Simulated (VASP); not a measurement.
Mg:

```
Mg
1.0
     3.20930    0.00000    0.00000
    -1.60465    2.77934    0.00000
     0.00000    0.00000    5.21030
Mg
2
Cartesian
  1.6047 0.9264 3.9077
  0.0000 1.8529 1.3026
```

```yaml
Program: VASP 6.6.1
Task: relaxation of cell and atoms
Functional: revPBE
Dispersion: D3
Potentials_or_basis: VASP PAW PBE potentials, release 64 (Mg)
Cutoff: 600 eV
k_mesh: 10 × 10 × 5
Occupations: fermi-dirac, width 0.05 eV
Spin: no spin polarisation
```

At the start: pressure -0.6 GPa; volume 23.24 Å³/atom.

How do energy, volume and symmetry change on relaxing?

Over 7 steps the energy falls by 3.4 meV/atom and the volume is 22.75 Å³/atom (-2.1 %); space group P6_3/mmc (No. 194, to 0.05 Å).

The path:
| step | energy change (eV) | largest force (eV/Å) | pressure (GPa) | volume (Å³) |
| --- | --- | --- | --- | --- |
| 1 | 0.0000 | 0.0000 | -0.64 | 46.47 |
| 2 | -0.0032 | 0.0000 | -0.26 | 45.85 |
| 3 | -0.0051 | 0.0000 | 0.30 | 45.01 |
| 4 | -0.0064 | 0.0000 | 0.29 | 45.06 |
| 5 | -0.0064 | 0.0000 | 0.28 | 45.06 |
| 6 | -0.0068 | 0.0000 | 0.06 | 45.41 |
| 7 | -0.0068 | 0.0000 | -0.01 | 45.51 |

Final structure:
```
Mg
1.0
     3.15479    0.00000    0.00000
    -1.57740    2.73213    0.00000
     0.00000    0.00000    5.27955
Mg
2
Direct
  0.66667 0.33333 0.75000
  0.33333 0.66667 0.25000
```

Caveat: the PAW data sets were made with another functional, which shifts forces and pressure a little; pairwise dispersion overbinds metals, which lowers pressure and volume.
